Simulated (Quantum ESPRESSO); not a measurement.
Crystal: TiAl.

```
Ti Al
1.0
     2.86726    0.00000    0.00000
    -1.43363    2.48312    0.00000
     0.00000    0.00000    4.67808
Ti Al
1 1
Direct
  0.00000 0.00000 0.00000
  0.33333 0.66667 0.50000
```

The cell comes from a database or a generator and needn't be the stable form of this composition.

- Program: Quantum ESPRESSO 7.5
- Task: single point
- Functional: PBEsol
- Potentials or basis: GBRV 1.5 PBEsol
- Cutoff: 612 eV
- Density cutoff: 4898 eV
- k mesh: 11 × 11 × 6
- Occupations: fermi-dirac, width 0.05 eV
- Spin: no spin polarisation

On this cell: pressure -3.0 GPa; largest force under 0.003 eV/Å; band gap on the k mesh none (metal or under the smearing width).

The same run follows on a disturbed copy (atoms moved at random, drawn with an rms of 0.05 Å):

```xyz
2
Lattice="2.8673 0.0000 0.0000 -1.4336 2.4831 0.0000 0.0000 0.0000 4.6781" Properties=species:S:1:pos:R:3 pbc="T T T"
Ti   -0.0349    0.0121    0.0529
Al    0.0481    1.6455    2.4154
```

Task: What does the disturbed cell give?

Result: The energy (extrapolated to zero smearing) moves by +4.3 meV/atom; pressure -2.8 GPa; largest force 0.219 eV/Å; band gap on the k mesh none (metal or under the smearing width).

Forces on the atoms (eV/Å):
```
Ti   0.151 -0.026  0.157
Al  -0.151  0.026 -0.157
```

Stress tensor (GPa, compression positive):
```
-2.74  1.29  0.07
 1.29 -2.00 -0.01
 0.07 -0.01 -3.80
```
